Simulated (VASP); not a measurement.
The system is TiTe2.

```xyz
3
Lattice="3.7770 0.0000 0.0000 -1.8885 3.2710 0.0000 0.0000 0.0000 6.4980" Properties=species:S:1:pos:R:3 pbc="T T T"
Ti    0.0000    0.0000    0.0000
Te    1.8885    1.0903    1.7077
Te    0.0000    2.1807    4.7903
```

| Quantity | Value |
| --- | --- |
| Program | VASP 6.6.1 |
| Task | relaxation of cell and atoms |
| Functional | PBE |
| Potentials or basis | VASP PAW PBE potentials, release 64 (Ti_sv, Te) |
| Cutoff | 520 eV |
| k mesh | 8 × 8 × 4 |
| Occupations | gaussian, width 0.1 eV |
| Spin | no spin polarisation |

At the start: pressure 0.9 GPa; volume 26.76 Å³/atom.

Question: Where does the relaxation end?

Answer: Over 9 steps the energy falls by 3.1 meV/atom and the volume is 27.79 Å³/atom (+3.8 %); space group P-3m1 (No. 164, to 0.05 Å).

Step by step:
```tsv
step	energy change (eV)	largest force (eV/Å)	pressure (GPa)	volume (Å³)
1	0.0000	0.0201	0.89	80.28
2	-0.0023	0.1826	-0.50	82.02
3	-0.0034	0.1116	-0.02	81.40
4	-0.0046	0.0979	-0.01	81.59
5	-0.0074	0.0574	0.03	82.15
6	-0.0093	0.0186	0.12	83.26
7	-0.0093	0.0145	0.11	83.20
8	-0.0088	0.0527	-0.35	83.90
9	-0.0093	0.0012	0.00	83.36
```

Final structure:
```cif
data_structure
_symmetry_space_group_name_H-M 'P 1'
_symmetry_Int_Tables_number 1
_cell_length_a 3.7870
_cell_length_b 3.7870
_cell_length_c 6.7119
_cell_angle_alpha 90.000
_cell_angle_beta 90.000
_cell_angle_gamma 120.000
_cell_volume 83.36
loop_
_atom_site_label
_atom_site_type_symbol
_atom_site_fract_x
_atom_site_fract_y
_atom_site_fract_z
_atom_site_occupancy
Ti1 Ti 0.00000 0.00000 0.00000 1
Te1 Te 0.66667 0.33333 0.25569 1
Te2 Te 0.33333 0.66667 0.74431 1
```

Caveat: this functional lacks dispersion, which binds the layers, so the pressure and a relaxed spacing across them are unreliable.
